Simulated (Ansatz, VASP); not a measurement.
Two plane-wave programs on Au

```
Au
1.0
    -1.65727    1.65727    1.52469
     1.65727   -1.65727    1.52469
     1.65727    1.65727   -1.52469
Au
1
Direct
  0.00000 0.00000 0.00000
```

Change from the starting cell: strain +0.000 along x and y, -0.080 along z, atoms carried along.

Alike in both runs: task single point; functional PBEsol; k mesh 20 × 20 × 20; occupations gaussian, width 0.15 eV; no spin polarisation.

```csv
,VASP,Ansatz
version,VASP 6.6.1,Ansatz 0.2.0
potentials or method,"VASP PAW PBE potentials, release 64 (Au)","scalar-relativistic, plane waves, PAW"
plane-wave cutoff (eV),520,420
valence electrons in the cell,11,19
```

|  | VASP | Ansatz | Ansatz less VASP |
| --- | --- | --- | --- |
| gap on the k mesh at the Fermi level (eV) | none | none | - |
| pressure (GPa) | 3.0 | 3.3 | +0.32 |
| largest component of the traceless stress (GPa) | 0.41 | 0.40 | -0.006 |

A gap of «none» marks a metal or a gap that the smearing closes. The two sets of potentials don't hold the same shells in valence.

Caveats: the PAW data sets were made with another functional, which shifts forces and pressure a little (VASP). The runs have no spin-orbit coupling, so splittings on Au are missing.
